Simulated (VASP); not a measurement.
# SiC (Moissanite 3C) (F-43m) in VASP: settings compared

Aim: see how the results for SiC (Moissanite 3C) move with the level of theory and the settings. Levels: revPBE, BLYP, AM05. Tasks: relaxation of cell and atoms.

All numbers are computed with VASP 6.6.1; they aren't measurements. Logs are shortened: lines on timing, memory, paths and dates and some standing lists are left out, and cuts for length are marked.

## 1. The structure

The structure is cubic, space group F-43m (No. 216). Conventional cell: a = 4.358 Å, b = 4.358 Å, c = 4.358 Å, α = 90.00°, β = 90.00°, γ = 90.00°. Si (site symmetry -43m) has 4 C at 1.89 Å as nearest neighbours. C (site symmetry -43m) has 4 Si at 1.89 Å as nearest neighbours.

## 2. Relaxation of cell and atoms, revPBE

Contents of INCAR:

```
SYSTEM = SiC
PREC = Accurate ; ENCUT = 600
EDIFF = 1E-6 ; ISMEAR = -1
SIGMA = 0.05 ; LREAL = .FALSE.
LASPH = .TRUE. ; NELM = 60
ALGO = Normal ; ISIF = 3
LWAVE = .FALSE. ; LCHARG = .FALSE.
GGA = RE ; IBRION = 2
NSW = 60 ; EDIFFG = -0.01
```

Contents of KPOINTS:

```
regular mesh
0
G
  10 10 10
  0 0 0
```

Contents of POSCAR:

```
SiC
1.0
    0.0000000000      2.1790000000      2.1790000000
    2.1790000000      0.0000000000      2.1790000000
    2.1790000000      2.1790000000      0.0000000000
Si C
1 1
Direct
    0.0000000000      0.0000000000      0.0000000000
    0.7500000000      0.7500000000      0.7500000000
```

Potentials or basis: VASP PAW PBE potentials, release 64 (Si, C).

The run is started by

```bash
$ cat potpaw_PBE.64/Si/POTCAR potpaw_PBE.64/C/POTCAR > POTCAR
$ mpirun -np 1 vasp_std > vasp.out
```

OUTCAR:

```text
SYSTEM = SiC
   PREC = Accurate
   ENCUT = 600
   EDIFF = 1E-6
   ISMEAR = -1
   LREAL = .FALSE.
   LASPH = .TRUE.
   NELM = 60
   ISIF = 3
   GGA = RE
   IBRION = 2
   NSW = 60
   EDIFFG = -0.01

 ion  position               nearest neighbor table
   1  0.000  0.000  0.000-   2 1.89   2 1.89   2 1.89   2 1.89
   2  0.750  0.750  0.750-   1 1.89   1 1.89   1 1.89   1 1.89

  LATTYP: Found a face centered cubic cell.
 ALAT       =     4.3580000000

  Lattice vectors:

 A1 = (   0.0000000000,   2.1790000000,   2.1790000000)
 A2 = (   2.1790000000,   0.0000000000,   2.1790000000)
 A3 = (   2.1790000000,   2.1790000000,   0.0000000000)

Analysis of symmetry for initial positions (statically):
=====================================================================
 Subroutine PRICEL returns:
 Original cell was already a primitive cell.

 Routine SETGRP: Setting up the symmetry group for a
 face centered cubic supercell.

 Subroutine GETGRP returns: Found 24 space group operations
 (whereof 24 operations were pure point group operations)
 out of a pool of 48 trial point group operations.

The static configuration has the point symmetry T_d .

Analysis of symmetry for dynamics (positions and initial velocities):
=====================================================================
 Subroutine PRICEL returns:
 Original cell was already a primitive cell.

 Routine SETGRP: Setting up the symmetry group for a
 face centered cubic supercell.

 Subroutine GETGRP returns: Found 24 space group operations
 (whereof 24 operations were pure point group operations)
 out of a pool of 48 trial point group operations.

The dynamic configuration has the point symmetry T_d .

 Subroutine INISYM returns: Found 24 space group operations
 (whereof 24 operations are pure point group operations),
 and found     1 'primitive' translations

----------------------------------------------------------------------------------------

                                     Primitive cell

  volume of cell :      20.6920

  direct lattice vectors                    reciprocal lattice vectors
     0.000000000  2.179000000  2.179000000    -0.229463056  0.229463056  0.229463056
     2.179000000  0.000000000  2.179000000     0.229463056 -0.229463056  0.229463056
     2.179000000  2.179000000  0.000000000     0.229463056  0.229463056 -0.229463056

  length of vectors
     3.081571352  3.081571352  3.081571352     0.397441672  0.397441672  0.397441672

  position of ions in fractional coordinates (direct lattice)
     0.000000000  0.000000000  0.000000000
     0.750000000  0.750000000  0.750000000

  ion indices of the primitive-cell ions
   primitive index   ion index
                 1           1
                 2           2

----------------------------------------------------------------------------------------

 KPOINTS: regular mesh

Automatic generation of k-mesh.
 Grid dimensions read from file:
 generate k-points for:   10   10   10

 Generating k-lattice:

  Cartesian coordinates                     Fractional coordinates (reciprocal lattice)
    -0.022946306  0.022946306  0.022946306     0.100000000  0.000000000  0.000000000
     0.022946306 -0.022946306  0.022946306     0.000000000  0.100000000  0.000000000
     0.022946306  0.022946306 -0.022946306     0.000000000  0.000000000  0.100000000

  Length of vectors
     0.039744167  0.039744167  0.039744167

  Shift w.r.t. Gamma in fractional coordinates (k-lattice)
     0.000000000  0.000000000  0.000000000

 Subroutine IBZKPT returns following result:
 ===========================================

 Found     47 irreducible k-points:

 Following reciprocal coordinates:
            Coordinates               Weight
  0.000000  0.000000  0.000000      1.000000
  0.100000  0.000000  0.000000      8.000000
  0.200000  0.000000  0.000000      8.000000
  0.300000  0.000000  0.000000      8.000000
  0.400000  0.000000  0.000000      8.000000
  0.500000  0.000000  0.000000      4.000000
[... 16 lines left out ...]
  0.300000  0.300000  0.000000      6.000000
  0.400000  0.300000  0.000000     24.000000
 [... further k-points ...]
   k-points           NKPTS =     47   k-points in BZ     NKDIM =     47   number of bands    NBANDS=      8
   number of dos      NEDOS =    301   number of ions     NIONS =      2
   total plane-waves  NPLWV =  21952
   dimension x,y,z NGX =    28 NGY =   28 NGZ =   28
   dimension x,y,z NGXF=    56 NGYF=   56 NGZF=   56
   ions per type =               1   1
   NGX,Y,Z   is equivalent  to a cutoff of  15.11, 15.11, 15.11 a.u.
   NGXF,Y,Z  is equivalent  to a cutoff of  30.21, 30.21, 30.21 a.u.
 SYSTEM =  SiC
   PREC   = accura    normal or accurate (medium, high low for compatibility)
   ISTART =      0    job   : 0-new  1-cont  2-samecut
   ICHARG =      2    charge: 1-file 2-atom 10-const
   ISPIN  =      1    spin polarized calculation?
   LNONCOLLINEAR =      F non collinear calculations
   LSORBIT =      F    spin-orbit coupling
   LASPH  =      T    aspherical Exc in radial PAW
   ENCUT  =  600.0 eV  44.10 Ry    6.64 a.u.   6.15  6.15  6.15*2*pi/ulx,y,z
   NELM   =     60;   NELMIN=  2; NELMDL= -5     # of ELM steps
   EDIFF  = 0.1E-05   stopping-criterion for ELM
   LREAL  =      F    real-space projection
   EDIFFG = -.1E-01   stopping-criterion for IOM
   NSW    =     60    number of steps for IOM
   IBRION =      2    ionic relax: 0-MD 1-quasi-New 2-CG
   NFREE  =      1    steps in history (QN), initial steepest desc. (CG)
   ISIF   =      3    stress and relaxation
   ISYM   =      2    0-nonsym 1-usesym 2-fastsym
   POTIM  = 0.5000    time-step for ionic-motion
   TEBEG  =    0.0;   TEEND  =   0.0 temperature during run
   PSTRESS=    0.0 pullay stress
   NELECT =       8.0000    total number of electrons
   NUPDOWN=      -1.0000    fix difference up-down
   EMIN   =  10.00;   EMAX   =-10.00  energy-range for DOS
   EFERMI =   0.00;   METHOD = LEGACY
   ISMEAR =    -1;   SIGMA  =   0.05  broadening in eV -4-tet -1-fermi 0-gaus
   EFERMI_NEDOS =   21; number of points for ismear=-14 and -15
   IALGO  =     38    algorithm
   IMIX   =      4    mixing-type and parameters
     AMIX     =   0.40;   BMIX     =  1.00
     AMIX_MAG =   1.60;   BMIX_MAG =  1.00
  volume/ion in A,a.u.               =      10.35        69.82
  Fermi-wavevector in a.u.,A,eV,Ry     =   1.192626  2.253736 19.352338  1.422357
  Thomas-Fermi vector in A             =   2.328660
   LORBIT       =      0    0 simple, 1 ext, 2 COOP (PROOUT), +10 PAW based schemes
   GGA     = RE    functional components
   LHFCALC =     F    Hartree Fock is set to
   AEXX    =    0.0000 exact exchange contribution
   IVDW    =     0    specifies the selected vdW correction
   LEPSILON=     F    determine dielectric tensor
   LRPA    =     F    only Hartree local field effects (RPA)
 conjugate gradient relaxation of ions
 non-spin polarized calculation
  energy-cutoff  :      600.00
  volume of cell :       20.69
 maximum number of plane-waves:       701
 NGX is ok and might be reduce to    28
   NGX = 13   NGY = 13   NGZ = 13

--------------------------------------- Ionic step        1  -------------------------------------------

 number of electron       8.0000000 magnetization

 Free energy of the ion-electron system (eV)
  ---------------------------------------------------
  ext. energy  EPLUGINS =         0.00000000
  ---------------------------------------------------
  free energy    TOTEN  =       -14.44461565 eV

  energy without entropy =      -14.44461564  energy(sigma->0) =      -14.44461564

------------------------ aborting loop because EDIFF is reached ----------------------------------------

  FORCE on cell =-STRESS in cart. coord.  units (eV):
  Direction    XX          YY          ZZ          XY          YZ          ZX
  --------------------------------------------------------------------------------------
  -------------------------------------------------------------------------------------
  Total        0.6685083      0.6685083      0.6685083      0.0000000      0.0000000      0.0000000
  in kB       51.7625545     51.7625545     51.7625545      0.0000000      0.0000000      0.0000000
  external PRESSURE =      51.7625545 kB  Pullay stress =       0.0000000 kB

 VOLUME and BASIS-vectors are now :
 -----------------------------------------------------------------------------
  energy-cutoff  :      600.00
  volume of cell :       20.69
      direct lattice vectors                 reciprocal lattice vectors
     0.000000000  2.179000000  2.179000000    -0.229463056  0.229463056  0.229463056
     2.179000000  0.000000000  2.179000000     0.229463056 -0.229463056  0.229463056
     2.179000000  2.179000000  0.000000000     0.229463056  0.229463056 -0.229463056
[... 37 lines left out ...]
 POSITION                                       TOTAL-FORCE (eV/Angst)
 -----------------------------------------------------------------------------------
      4.42827      4.42827      4.42827         0.000000      0.000000      0.000000
      3.32121      3.32121      3.32121        -0.000000     -0.000000     -0.000000
 -----------------------------------------------------------------------------------
    total drift:                                0.000000      0.000000      0.000000

  FREE ENERGIE OF THE ION-ELECTRON SYSTEM (eV)
  ---------------------------------------------------
  free  energy   TOTEN  =       -14.4445754263 eV

  energy  without entropy=      -14.4445754155  energy(sigma->0) =      -14.44457542

--------------------------------------- Ionic step        3  -------------------------------------------

 number of electron       8.0000000 magnetization

 Free energy of the ion-electron system (eV)
  ---------------------------------------------------
  ext. energy  EPLUGINS =         0.00000000
  ---------------------------------------------------
  free energy    TOTEN  =       -14.45247486 eV

  energy without entropy =      -14.45247485  energy(sigma->0) =      -14.45247485

 E-fermi :   8.6181     XC(G=0): -11.2042

 val. band max:        7.9073804070   @ k =   0.0000   0.0000   0.0000
 cond. band min:       9.2904427656   @ k =   0.5000   0.5000   0.0000
 fundamental gap:      1.3830623587
 Fermi energy:         8.6180919765

 k-point     1 :       0.0000    0.0000    0.0000
  band No.  band energies     occupation
      1      -7.3240      2.00000
      2       7.9074      2.00000
      3       7.9074      2.00000
      4       7.9074      2.00000
      5      13.8719      0.00000
      6      15.0874      0.00000
      7      15.0874      0.00000
      8      15.0874      0.00000

 k-point     2 :       0.1000    0.0000    0.0000
  band No.  band energies     occupation
      1      -7.1326      2.00000
      2       6.9006      2.00000
      3       7.7751      2.00000
      4       7.7751      2.00000
      5      14.1749      0.00000
      6      15.3269      0.00000
      7      15.3269      0.00000
      8      15.3324      0.00000
[... 221 lines left out ...]
 k-point    23 :       0.3000    0.3000    0.0000
  band No.  band energies     occupation
      1      -5.1001      2.00000
      2       3.5511      2.00000
      3       5.5849      2.00000
      4       5.5849      2.00000
      5      11.0550      0.00000
      6      13.4645      0.00000
      7      19.2531      0.00000
      8      19.2531      0.00000

 k-point    24 :       0.4000    0.3000    0.0000
  band No.  band energies     occupation
      1      -4.2534      2.00000
      2       2.3525      2.00000
      3       4.8123      2.00000
      4       5.3265      2.00000
      5      10.7709      0.00000
      6      13.4728      0.00000
      7      19.3214      0.00000
      8      19.6540      0.00000

 [... further k-points ...]

------------------------ aborting loop because EDIFF is reached ----------------------------------------

  FORCE on cell =-STRESS in cart. coord.  units (eV):
  Direction    XX          YY          ZZ          XY          YZ          ZX
  --------------------------------------------------------------------------------------
  -------------------------------------------------------------------------------------
  Total       -0.0001275     -0.0001275     -0.0001275      0.0000000      0.0000000      0.0000000
  in kB       -0.0096415     -0.0096415     -0.0096415      0.0000000      0.0000000      0.0000000
  external PRESSURE =      -0.0096415 kB  Pullay stress =       0.0000000 kB

 VOLUME and BASIS-vectors are now :
 -----------------------------------------------------------------------------
  energy-cutoff  :      600.00
  volume of cell :       21.19
      direct lattice vectors                 reciprocal lattice vectors
     0.000000000  2.196385853  2.196385853    -0.227646704  0.227646704  0.227646704
     2.196385853  0.000000000  2.196385853     0.227646704 -0.227646704  0.227646704
     2.196385853  2.196385853  0.000000000     0.227646704  0.227646704 -0.227646704

 POSITION                                       TOTAL-FORCE (eV/Angst)
 -----------------------------------------------------------------------------------
      0.00000      0.00000      0.00000         0.000000      0.000000      0.000000
      3.29458      3.29458      3.29458        -0.000000     -0.000000     -0.000000
 -----------------------------------------------------------------------------------
    total drift:                                0.000000      0.000000      0.000000

  FREE ENERGIE OF THE ION-ELECTRON SYSTEM (eV)
  ---------------------------------------------------
  free  energy   TOTEN  =       -14.4524748612 eV

  energy  without entropy=      -14.4524748479  energy(sigma->0) =      -14.45247485

 reached required accuracy - stopping structural energy minimisation
```

It took 11 s on 1 thread of Intel Xeon 6975P-C (Granite Rapids), shared host; peak memory 0.15 GiB.

What came out:

| Quantity | Value |
| --- | --- |
| Free energy | -14.4525 eV |
| Relaxed volume | 10.60 Å³/atom |
| Relaxed cell | a = 3.106 Å, b = 3.106 Å, c = 3.106 Å, α = 60.00°, β = 60.00°, γ = 60.00° |
| Space group after relaxing (to 0.05 Å) | F-43m (No. 216) |
| Energy gained by relaxing | 3.9 meV/atom |
| Ionic steps | 3 |
| Pressure after relaxing | 0.0 GPa |
| Band gap on the k mesh | 1.38 eV, indirect (least direct gap 4.51 eV) |

The path:
```csv
step,energy change (eV),largest force (eV/Å),pressure (GPa),volume (Å³)
1,0.0000,0.0000,5.18,20.69
2,0.0000,0.0000,-4.77,21.71
3,-0.0079,0.0000,0.00,21.19
```

Final structure:
```
Si C
1.0
     0.00000    2.19639    2.19639
     2.19639    0.00000    2.19639
     2.19639    2.19639    0.00000
Si C
1 1
Direct
  0.00000 0.00000 0.00000
  0.75000 0.75000 0.75000
```

Levels at points of the mesh, in eV from the valence-band top:
| k point | band 2 | band 3 | band 4 | band 5 | band 6 | band 7 |
| --- | --- | --- | --- | --- | --- | --- |
| (0.00, 0.00, 0.00) | 0.00 | 0.00 | 0.00 | 5.96 | 7.18 | 7.18 |
| (0.50, 0.00, 0.00) | -8.39 | -1.04 | -1.04 | 5.25 | 7.15 | 7.15 |
| (0.50, 0.50, 0.00) | -7.70 | -3.13 | -3.13 | 1.38 | 4.29 | 13.81 |

Caveat: the PAW data sets were made with another functional, which shifts forces and pressure a little.

(Part 1 of 2 ends here.)
